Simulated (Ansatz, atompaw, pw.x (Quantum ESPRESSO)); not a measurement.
# gallium (fcc): variants of one PAW (atompaw) potential in the solid

```
Element                 : Ga
Generator               : atompaw 4.2.0.5
Type                    : PAW
Functional              : PBE
Relativity              : scalar-relativistic
Frozen core             : [Ar]
Valence charge          : 13
Reference configuration : 3d10 4s2 4p1
Partial waves           : 4s (bound): rc 1.60 bohr; 4s channel at 0.9 Ry: rc 2.20 bohr; 4p (bound): rc 2.20 bohr; 4p channel at 0.7 Ry: rc 2.20 bohr; 3d (bound): rc 1.30 bohr; 3d channel at -0.9 Ry: rc 1.30 bohr
Local potential         : bessel scheme, radius 2.10 bohr
Core correction         : smooth core density matched at 1.40 bohr
Augmentation charge     : sinc compensation charge, radius 1.60 bohr; PAW radius 2.20 bohr; waves and projectors: custom rrkj vanderbiltortho
```

Crystal test: fcc Ga in pw.x 7.5, no spin, 13³ k-points, Fermi–Dirac smearing 0.01 Ry, cutoffs set for each file from its atomic test. The reference is all-electron LAPW (Ansatz 0.2.0) with the same functional, mesh and smearing; V0 and B0 come from Birch–Murnaghan fits to the pressures at five volumes. Errors are pseudo minus all-electron; Δ is the rms difference of the E(V) curves that follow from these fits, minima aligned, over ±6 % about the mean V0. Mesh and smearing are coarse, so the numbers serve the comparison and aren't converged zero-temperature values; the lattice is a test structure that the element need not adopt.

All-electron: a0 = 4.236 Å (V0 = 19.00 Å³/atom), B0 = 48.8 GPa.

2 further variants are left out: they gave no file fit for a test, a broken result, the same result as the base, or pressures whose basis-set error rivals the error shown.

A dash in a converged row means that the minimum lies outside the volumes sampled.

```csv
change,cutoffs (Ry),pw.x,a0 (Å),a0 error (%),B0 error (%),Δ (meV/atom),mean pressure error (GPa)
base,170/900,converged,4.241,+0.14,+0.9,0.9,+0.21
wave 4p channel at 0.7 Ry: rc 2.20 bohr becomes 4p channel at 0.7 Ry: rc 2.08 bohr,170/900,converged,4.241,+0.13,-0.2,0.8,+0.19
"core [Ar] 3d10, valence charge 3; reference 4s2 4p1; waves now 4s (bound): rc 3.00 bohr; 4s channel at 0.9 Ry: rc 3.00 bohr; 4p (bound): rc 3.00 bohr; 4p channel at 3 Ry: rc 3.00 bohr; local potential bessel scheme, radius 2.75 bohr; core correction smooth core density matched at 2.35 bohr; augmentation sinc compensation charge, radius 2.40 bohr; PAW radius 3.00 bohr; waves and projectors: custom rrkj vanderbiltortho",40/400,converged,–,–,–,–,-4.27
```

**Question.** Give the row for: core correction smooth core density matched at 1.72 bohr.

**Answer.** pw.x: converged; mean pressure error (GPa): +0.22; a0 (Å): 4.242; a0 error (%): +0.15; B0 error (%): +0.9; Δ (meV/atom): 0.9.
